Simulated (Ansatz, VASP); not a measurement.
**Rb in VASP and in Ansatz**

```xyz
1
Lattice="-2.8359 2.8359 2.8359 2.8359 -2.8359 2.8359 2.8359 2.8359 -2.8359" Properties=species:S:1:pos:R:3 pbc="T T T"
Rb    0.0000    0.0000    0.0000
```

Alike in both runs: task single point; functional PBE; k mesh 6 × 6 × 6; occupations fermi-dirac, width 0.1 eV; no spin polarisation.

|  | VASP | Ansatz |
| --- | --- | --- |
| version | VASP 6.6.1 | Ansatz 0.2.0 |
| potentials or method | VASP PAW PBE potentials, release 64 (Rb_sv) | plane waves (420 eV) with PAW, scalar-relativistic |
| plane-wave cutoff (eV) | 520 | 420 |
| valence electrons in the cell | 9 | 9 |

```csv
,VASP,Ansatz,Ansatz less VASP
pressure (GPa),0.0,0.0,0.00
```

The functional is the same, so the differences come from potentials, cutoffs and numerics.
